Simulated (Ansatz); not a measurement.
GeO₂:
```xyz
6
Lattice="4.4874 0.0000 0.0000 0.0000 4.4874 0.0000 0.0000 0.0000 2.9050" Properties=species:S:1:pos:R:3 pbc="T T T"
Ge     0.0000     0.0000     0.0000
Ge     2.2437     2.2437     1.4525
O      1.3783     1.3783     0.0000
O      0.8654     3.6220     1.4525
O      3.1092     3.1092     0.0000
O      3.6220     0.8654     1.4525
```

Relaxed with PBE.

**Question.** Map the valence electron density (e/Å³), cut off at 5 on the plane through (0.000, 0.000, 0.000) spanned by u = [0, 0, 1] and v = [1, 1, 0] in lattice vectors, from PBE in the plane-wave PAW code Ansatz.

**Answer.** x is the fraction of u, y of v (the angle between them is 90°; rows are the nearest grid lines); atoms in the plane: Ge at (0.00, 0.00), Ge at (0.50, 0.50), O at (0.00, 0.31), O at (0.00, 0.69).
```
|@@@*.       .*@@@|
|@@@=.       .=@@@|
|=-:.         .:-=|
|..             ..|
|:..           ..:|
|==:.         .:==|
|@%+:.       .:+%@|
|@@@=:       :=@@@|
|@@#=:.     .:=#@@|
|-::...:-=-:...::-|
|.....:*@@@*:.....|
|    .=@@@@@=.    |
|    .=@@@@@=.    |
|.....:*@@@*:.....|
|-::...:-=-:...::-|
|@@#=:.     .:=#@@|
|@@@=:       :=@@@|
|@%+:.       .:+%@|
|==:.         .:==|
|:..           ..:|
|..             ..|
|=-:.         .:-=|
|@@@=.       .=@@@|
|@@@*.       .*@@@|
```
Scale: ten equal steps from 0.065 (start of ' ') to 5.00 (end of '@'), in the order ' .:-=+*#%@'; x runs from 0.000 to 1.00, y from 0.000 (bottom) to 1.00 (top).

The density is the valence pseudo-density with augmentation charge, so density and ELF within about 1 Å of a nucleus are not all-electron values.

Space group P4_2/mnm (rutile). The cell was relaxed with PBE under the symmetry of its start; phonons on a q-mesh show no instability.

Potentials: the later of the program's two PAW sets.
